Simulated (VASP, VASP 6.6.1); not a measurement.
# Infrared-active phonons of EuCd₂P₂ in LDA and PBEsol: a persistent deficit in the upper A2u mode

## The question

The reference is an infrared reflectivity study of flux-grown single crystals, "Optical properties and carrier localization in the layered phosphide EuCd$_\mathbf{2}$P$_\mathbf{2}$" (2022, arXiv:2209.10606). The two in-plane transverse modes, of symmetry Eu, were measured on an as-grown ab face and obtained by Kramers-Kronig analysis and Lorentz fits. The lower one is taken at 30 K. The upper one is quoted at 100 K, where its position passes through a maximum before softening again on cooling. The two c-axis modes, of symmetry A2u, come from a Drude-Lorentz fit at 30 K to spectra of an a-c (101) face. There the polarization is mixed, and the upper A2u feature is broad and overlapping, so this pair is a less direct measurement of pure transverse modes than the in-plane pair.

| compared with | measured | source's wording or label | T (K) | method |
| --- | --- | --- | --- | --- |
| Eu 2 (cm⁻¹) | ≈ 239.5 | high-frequency Eu TO mode, a-b plane (maximum position) | 100 | infrared reflectivity, Kramers-Kronig, Lorentz fit |
| A2u 1 (cm⁻¹) | 126.6 ± 0.8 | low-frequency A2u TO mode, c axis | 30 | infrared reflectivity, Drude-Lorentz fit |
| A2u 2 (cm⁻¹) | 201.6 | high-frequency A2u TO mode, c axis | 30 | infrared reflectivity, Drude-Lorentz fit |
| Eu 1 (cm⁻¹) | 89.4 | low-frequency Eu TO mode, a-b plane | 30 | infrared reflectivity, Kramers-Kronig, Lorentz fit |

Conditions are those given with the value in the passage it was taken from; "not stated" means there, and the paper may say more elsewhere. The values are a selection: others may have been left out beforehand as unlike or outlying.

## How to go about it

The aim is to find the cheapest level of theory that gives all four infrared-active transverse frequencies within 2 % of experiment. This is a choice of the study: it is stricter than the few per cent by which semilocal functionals commonly err in phonon frequencies, yet leaves room for the shift of roughly one per cent that thermal and zero-point motion, absent from the static harmonic calculation, may cause. For the lowest mode it amounts to less than 2 cm⁻¹.

The model is the five-atom trigonal cell with parallel Eu moments, and the force constants come from finite displacements. The crystal orders in antiferromagnetically stacked layers at low temperature and is paramagnetic above, so the parallel pattern is a simplification. A second one is electronic: the semilocal levels give no gap where the real material is a lightly doped semiconductor, and the frequencies may therefore depend on k mesh and smearing. The work starts with LDA at a fixed cell and proceeds to a relaxed cell, numerical checks and a better functional as the results require. Each measured line is paired with the nearest LDA line of its symmetry, which favours LDA somewhat.

System: EuCd2P2; P-3m1 (No. 164), 5 atoms in the cell; conventional a = 4.340, c = 7.133 A, a computed structure from Materials Project.

On the selection of runs and values: 1 further cited values are not listed: repeats, values quoted from earlier work, more than five for one quantity or six quantities, or quantities that fewer than three runs give. Further runs on this system are not shown.

## 1. LDA at the database cell

The lightest start keeps the computed Materials Project cell, a = 4.340 and c = 7.133 Å, and relaxes only the atomic positions before the displacements. LDA usually prefers a smaller volume than the gradient-corrected functionals common in structure databases, so the bonds are probably stretched for this functional and the frequencies are expected to come out low.

**Run 1.** VASP 6.6.1: LDA, parallel starting moments; 450 eV, 9x9x6 k mesh; database cell, atoms relaxed; finite displacements (LDA on the PBE data sets), LASPH on.

Key lines of the input:
```
ALGO = Normal
AMIX = 0.2
AMIX_MAG = 0.8
BMIX = 1E-04
BMIX_MAG = 1E-04
EDIFF = 1E-08
ENCUT = 450
GGA = CA
IBRION = 6
ISIF = 2
ISMEAR = 1
ISPIN = 2
LASPH = .TRUE.
LMAXMIX = 6
MAGMOM = 7 0 0 0 0
NBANDS = 39
NELM = 150
NFREE = 2
NSW = 1
POTIM = 0.015
PREC = Accurate
SIGMA = 0.15
KPOINTS: Gamma, 9 9 6
PAW data sets: Eu Cd P (PBE 64)
```

Command:
```
mpirun -np 8 vasp_std
```

Selected lines of the output:
```
   3 f  =    6.751280 THz    42.419542 2PiTHz  225.198454 cm-1    27.921037 meV
   4 f  =    6.331038 THz    39.779084 2PiTHz  211.180689 cm-1    26.183057 meV
   6 f  =    4.155659 THz    26.110774 2PiTHz  138.617857 cm-1    17.186416 meV
   7 f  =    3.126513 THz    19.644460 2PiTHz  104.289247 cm-1    12.930213 meV
   9 f  =    2.244328 THz    14.101529 2PiTHz   74.862724 cm-1     9.281791 meV
```

Converged; 15 min on 8 cores of Intel Xeon 6975P-C (Granite Rapids), shared host.

| quantity | run 1 | measured | deviation |
| --- | --- | --- | --- |
| Eu 2 (cm⁻¹) | 211.2 | ≈ 239.5 | −28.3 (−11.8 %) |
| A2u 1 (cm⁻¹) | 104.3 | 126.6 ± 0.8 | −22.3 (−17.6 %) |
| A2u 2 (cm⁻¹) | 138.6 | 201.6 | −63.0 (−31.2 %) |
| Eu 1 (cm⁻¹) | 74.9 | 89.4 | −14.5 (−16.3 %) |
| lattice constant a of the conventional cell (Å) | 4.340 |  |  |
| lattice constant c of the conventional cell (Å) | 7.133 |  |  |
| count of imaginary optical modes | 0 |  |  |

All four modes lie below experiment, as anticipated for a stretched cell, but by much more than the target: the two Eu modes by 12 and 16 %, the lower A2u mode by 18 %. The upper A2u mode stands apart, at 138.6 against 201.6 cm⁻¹. There are no imaginary optical modes, so the structure is at least stable at the zone centre. A common softening fits a volume that is too large for LDA; the additional deficit of the upper c-axis mode may have another origin.

## 2. LDA at its own equilibrium cell

The next step changes only the cell, which is now relaxed with LDA before the displacements are made. The relaxation adds some cost but removes the mismatch between functional and volume. The cell should contract and every infrared-active mode should harden. Whether this is enough for the upper A2u mode, which would have to rise by 63 cm⁻¹, is doubtful.

**Run 2.** VASP 6.6.1: LDA, parallel starting moments; 450 eV, 9x9x6 k mesh; cell relaxed with this functional; finite displacements (LDA on the PBE data sets), relaxed twice, LASPH on.

Key lines of the input:
```
ALGO = Normal
AMIX = 0.2
AMIX_MAG = 0.8
BMIX = 1E-04
BMIX_MAG = 1E-04
EDIFF = 1E-08
ENCUT = 450
GGA = CA
IBRION = 6
ISIF = 2
ISMEAR = 1
ISPIN = 2
LASPH = .TRUE.
LMAXMIX = 6
MAGMOM = 7 0 0 0 0
NBANDS = 39
NELM = 150
NFREE = 2
NSW = 1
POTIM = 0.015
PREC = Accurate
SIGMA = 0.15
KPOINTS: Gamma, 9 9 6
PAW data sets: Eu Cd P (PBE 64)
```

Selected lines of the output:
```
   3 f  =    7.630946 THz    47.946650 2PiTHz  254.540973 cm-1    31.559044 meV
   4 f  =    7.460551 THz    46.876022 2PiTHz  248.857183 cm-1    30.854344 meV
   6 f  =    5.256227 THz    33.025846 2PiTHz  175.328846 cm-1    21.737997 meV
   7 f  =    3.694829 THz    23.215296 2PiTHz  123.246232 cm-1    15.280578 meV
   9 f  =    2.881917 THz    18.107620 2PiTHz   96.130412 cm-1    11.918647 meV
```

Converged; took 32 min.

| quantity | run 2 | measured | deviation |
| --- | --- | --- | --- |
| Eu 2 (cm⁻¹) | 248.9 | ≈ 239.5 | +9.4 (+3.9 %) |
| A2u 1 (cm⁻¹) | 123.2 | 126.6 ± 0.8 | −3.4 (−2.6 %) |
| A2u 2 (cm⁻¹) | 175.3 | 201.6 | −26.3 (−13.0 %) |
| Eu 1 (cm⁻¹) | 96.1 | 89.4 | +6.7 (+7.5 %) |
| lattice constant a of the conventional cell (Å) | 4.239 |  |  |
| lattice constant c of the conventional cell (Å) | 6.825 |  |  |
| count of imaginary optical modes | 0 |  |  |

The cell contracts strongly, by 0.101 Å in a and 0.308 Å in c, and all four modes harden. The errors now differ in sign: the Eu modes are too high by 3.9 and 7.5 %, while the A2u modes are too low by 2.6 and 13.0 %. None meets the 2 % target. A uniform change of volume would tend to move all four the same way, so it offers no evident remedy for this pattern. The upper A2u mode gained almost 37 cm⁻¹ but still lies 26 cm⁻¹ below the measured feature.

## 3. Smearing and k mesh at the LDA cell

In a calculation without a gap, atomic displacements can shift charge between states near the Fermi level, which softens particular modes and makes them sensitive to the electronic occupation. The upper A2u mode is the natural suspect. Before a different functional is considered, two separate changes are therefore made at the same LDA cell: the smearing width is reduced from 0.15 to 0.06 eV on the original mesh, and the mesh is refined to 12×12×8 at the original width. If occupation effects are behind the deficit, this mode should respond more than the others.

**Run 3.** VASP 6.6.1: LDA, parallel starting moments; 450 eV, 9x9x6 k mesh; the cell of the main LDA run; finite displacements, SIGMA = 0.06 (LDA on the PBE data sets), LASPH on.

Key lines of the input, as changed from run 1:
```diff
- SIGMA = 0.15
+ SIGMA = 0.06
```

Selected lines of the output:
```
   4 f  =    7.436560 THz    46.725283 2PiTHz  248.056935 cm-1    30.755126 meV
   6 f  =    5.268222 THz    33.101217 2PiTHz  175.728983 cm-1    21.787607 meV
```

Converged; took 14 min.

**Run 4.** VASP 6.6.1: LDA, parallel starting moments; 450 eV, 12x12x8 k mesh; the cell of the main LDA run; finite displacements (LDA on the PBE data sets), LASPH on.

Key lines of the input, as changed from run 1:
```diff
- KPOINTS: Gamma, 9 9 6
+ KPOINTS: Gamma, 12 12 8
```

Selected lines of the output:
```
   4 f  =    7.467375 THz    46.918898 2PiTHz  249.084804 cm-1    30.882566 meV
   6 f  =    5.279250 THz    33.170503 2PiTHz  176.096810 cm-1    21.833212 meV
```

Converged; took 30 min.

| quantity | run 3 | run 4 | measured |
| --- | --- | --- | --- |
| Eu 2 (cm⁻¹) | 248.1 | 249.1 | ≈ 239.5 |
| A2u 1 (cm⁻¹) | 123.6 | 123.3 | 126.6 ± 0.8 |
| A2u 2 (cm⁻¹) | 175.7 | 176.1 | 201.6 |
| Eu 1 (cm⁻¹) | 96.1 | 96.3 | 89.4 |
| lattice constant a of the conventional cell (Å) | 4.239 | 4.239 |  |
| lattice constant c of the conventional cell (Å) | 6.825 | 6.825 |  |
| count of imaginary optical modes | 0 | 0 |  |

Neither change moves any of the four modes by more than 0.8 cm⁻¹. The upper A2u mode rises to 175.7 cm⁻¹ with the narrower smearing and to 176.1 cm⁻¹ on the denser mesh, still far below 201.6 cm⁻¹. It is the mode most sensitive to the mesh, though not to the smearing, and both shifts are tiny against its deficit. Within these variations, mesh and smearing do not account for the LDA errors. The test leaves open whether the missing gap itself matters, since a smaller smearing width does not turn a metallic band structure into a semiconducting one.

## 4. PBEsol at its own cell

With the sampling settled at this level, the functional is the next thing to change. PBEsol is a gradient-corrected functional made for solids and usually gives a somewhat larger cell than LDA. The Eu modes, too high in LDA, should therefore soften towards experiment. The same expansion would be expected to lower the A2u modes, which are already too low, unless the functional also changes the electronic state or the bonding along c. The cell is relaxed anew, with the original mesh and smearing.

**Run 5.** VASP 6.6.1: PBEsol, parallel starting moments; 450 eV, 9x9x6 k mesh; cell relaxed with this functional; finite displacements, relaxed twice, LASPH on.

Key lines of the input, as changed from run 1:
```diff
- GGA = CA
+ GGA = PS
```

Selected lines of the output:
```
   3 f  =    7.401703 THz    46.506269 2PiTHz  246.894224 cm-1    30.610969 meV
   4 f  =    7.151568 THz    44.934624 2PiTHz  238.550616 cm-1    29.576494 meV
   6 f  =    5.081431 THz    31.927571 2PiTHz  169.498284 cm-1    21.015099 meV
   7 f  =    3.613316 THz    22.703135 2PiTHz  120.527253 cm-1    14.943468 meV
   9 f  =    2.769995 THz    17.404394 2PiTHz   92.397101 cm-1    11.455775 meV
```

Converged; took 31 min.

| quantity | run 5 | measured | deviation |
| --- | --- | --- | --- |
| Eu 2 (cm⁻¹) | 238.6 | ≈ 239.5 | −0.9 (−0.4 %) |
| A2u 1 (cm⁻¹) | 120.5 | 126.6 ± 0.8 | −6.1 (−4.8 %) |
| A2u 2 (cm⁻¹) | 169.5 | 201.6 | −32.1 (−15.9 %) |
| Eu 1 (cm⁻¹) | 92.4 | 89.4 | +3.0 (+3.4 %) |
| lattice constant a of the conventional cell (Å) | 4.280 |  |  |
| lattice constant c of the conventional cell (Å) | 6.907 |  |  |
| count of imaginary optical modes | 0 |  |  |

PBEsol brings the upper Eu mode to 238.6 cm⁻¹, within 0.4 % of experiment, and halves the error of the lower one to 3.4 %, still outside the target. Both A2u modes soften, as the larger cell suggested, and end 4.8 and 15.9 % too low. The better functional for the plane is thus the worse one for the c axis, and neither meets the full target.

The upper A2u mode remains the largest discrepancy at both relaxed cells. Its measured counterpart is a broad feature from a face with mixed polarization, so the deficit cannot be charged to the calculation alone.

## 5. Plane-wave cutoff at the LDA cell

The basis set is the next numerical setting to examine. Lowering the cutoff from 450 to 340 eV at the fixed LDA cell shows how strongly the frequencies depend on it. A shift of a few cm⁻¹ would matter for the smaller misses; the upper A2u mode would need a far larger one. The test concerns the force constants at fixed cell in LDA and does not carry over automatically to the PBEsol relaxation.

**Run 6.** VASP 6.6.1: LDA, parallel starting moments; 340 eV, 9x9x6 k mesh; the cell of the main LDA run; finite displacements (LDA on the PBE data sets), LASPH on.

Key lines of the input, as changed from run 1:
```diff
- ENCUT = 450
+ ENCUT = 340
```

Selected lines of the output:
```
   3 f  =    7.640279 THz    48.005290 2PiTHz  254.852281 cm-1    31.597642 meV
   6 f  =    5.259617 THz    33.047150 2PiTHz  175.441949 cm-1    21.752020 meV
   7 f  =    3.687861 THz    23.171516 2PiTHz  123.013810 cm-1    15.251762 meV
   9 f  =    2.870138 THz    18.033609 2PiTHz   95.737500 cm-1    11.869932 meV
```

Converged; took 8 min.

| quantity | run 6 | measured | deviation |
| --- | --- | --- | --- |
| Eu 2 (cm⁻¹) | 248.7 | ≈ 239.5 | +9.2 (+3.8 %) |
| A2u 1 (cm⁻¹) | 123.0 | 126.6 ± 0.8 | −3.6 (−2.8 %) |
| A2u 2 (cm⁻¹) | 175.4 | 201.6 | −26.2 (−13.0 %) |
| Eu 1 (cm⁻¹) | 95.7 | 89.4 | +6.3 (+7.1 %) |
| lattice constant a of the conventional cell (Å) | 4.239 |  |  |
| lattice constant c of the conventional cell (Å) | 6.825 |  |  |
| count of imaginary optical modes | 0 |  |  |

Lowering the cutoff to 340 eV moves none of the four modes by more than 0.4 cm⁻¹. The upper A2u mode stays at 175.4 cm⁻¹ and the lower Eu mode is still about 7 % too high. At the fixed LDA cell the frequencies are thus insensitive to cutoff on the scale of the misses, as they were to the denser mesh and the narrower smearing. The effect of the cutoff on the relaxed cell itself is not shown in this report.

A coarser k mesh would save time but is not expected to repair either functional's errors, so the series ends here. What separates the calculations from experiment is most likely to be found in the electronic and magnetic description, or, for the c-axis modes, partly in the mixed-polarization spectra.

## The runs side by side

| run | settings | Eu 2 (cm⁻¹) | A2u 1 (cm⁻¹) | A2u 2 (cm⁻¹) | Eu 1 (cm⁻¹) | mean abs. dev. of these columns (%) | cost |
| --- | --- | --- | --- | --- | --- | --- | --- |
| 1 | LDA, 450 eV, 9x9x6 k mesh, database cell, atoms relaxed, finite displacements (LDA on the PBE data sets) | 211.2 | 104.3 | 138.6 | 74.9 | 19.2 | 2 core-h |
| 2 | LDA, 450 eV, 9x9x6 k mesh, cell relaxed with this functional, finite displacements (LDA on the PBE data sets), relaxed twice | 248.9 | 123.2 | 175.3 | 96.1 | 6.8 | 4.3 core-h |
| 3 | LDA, 450 eV, 9x9x6 k mesh, the cell of the main LDA run, finite displacements, SIGMA = 0.06 (LDA on the PBE data sets) | 248.1 | 123.6 | 175.7 | 96.1 | 6.5 | 1.8 core-h |
| 4 | LDA, 450 eV, 12x12x8 k mesh, the cell of the main LDA run, finite displacements (LDA on the PBE data sets) | 249.1 | 123.3 | 176.1 | 96.3 | 6.7 | 3.9 core-h |
| 5 | PBEsol, 450 eV, 9x9x6 k mesh, cell relaxed with this functional, finite displacements, relaxed twice | 238.6 | 120.5 | 169.5 | 92.4 | 6.1 | 4.1 core-h |
| 6 | LDA, 340 eV, 9x9x6 k mesh, the cell of the main LDA run, finite displacements (LDA on the PBE data sets) | 248.7 | 123.0 | 175.4 | 95.7 | 6.7 | 64 core-min |
|  | measured | ≈ 239.5 | 126.6 ± 0.8 | 201.6 | 89.4 |  |  |

Further runs on the same system, made beside this series (convergence steps with loose settings among them):

| further | settings | Eu 2 (cm⁻¹) | A2u 1 (cm⁻¹) | A2u 2 (cm⁻¹) | Eu 1 (cm⁻¹) | mean abs. dev. of these columns (%) | cost |
| --- | --- | --- | --- | --- | --- | --- | --- |
| F1 | LDA, 450 eV, 5x5x3 k mesh, the cell of the main LDA run, finite displacements (LDA on the PBE data sets) | 247.0 | 122.3 | 169.3 | 93.9 | 6.9 | 24 core-min |
|  | measured | ≈ 239.5 | 126.6 ± 0.8 | 201.6 | 89.4 |  |  |

## What the runs support

The 2 % target is not met. PBEsol at its own relaxed cell, at 4.1 core-hours, brings only the upper Eu mode within it (−0.4 %). The lower Eu mode is 3.4 % too high, and the A2u modes are 4.8 and 15.9 % too low. Relaxed LDA costs about the same and misses all four, the lower A2u mode only narrowly.

Relaxing the cell was the decisive step: at the database cell, LDA erred by 19.2 % on average, against 6.8 % at its own. A comparison of the relaxed cells with measured lattice constants is not shown in this report, so part of this gain may come from a cell that is too small offsetting force constants that are too soft. The denser mesh, narrower smearing and lower cutoff moved the four infrared-active LDA modes by less than 1 cm⁻¹. The 5×5×3 mesh, however, lowers the upper A2u mode by 6.0 cm⁻¹ and is too coarse. These checks hold for LDA; the same checks for PBEsol, and a check of the displacement amplitude, are not shown in this report.

The one close agreement does not validate the description, because the errors of the other modes differ in sign. Thermal and zero-point expansion would probably soften the modes by roughly one per cent, which helps the lower Eu mode but widens both A2u deficits.

The upper A2u mode, 32.1 cm⁻¹ too low in PBEsol, remains unexplained. The missing gap at the semilocal level may soften it, but neither the band structure nor a test of this cause is shown in this report. On the experimental side, mixed polarization can shift a polar mode from its transverse towards its longitudinal frequency, which has the right sign but an unknown size here; the line is also broad. The influence of magnetic order is likewise open. A Hubbard U on the Eu 4f states, which may remove the false metallicity, would be the natural next step.

[Logs are printed without paths, hosts, clocks, repeated set-up lines and the standing remarks that a program may print on its own settings, such as how far it seeks lower states.]

[The runs shown are a pick from a larger set of finished runs; failed, doubtful and other runs were left out of it ahead of writing. So were measured values far from every level or from commonly accepted values, and agreement can look better than it is. Lines of input and output are excerpts and may be shortened.]
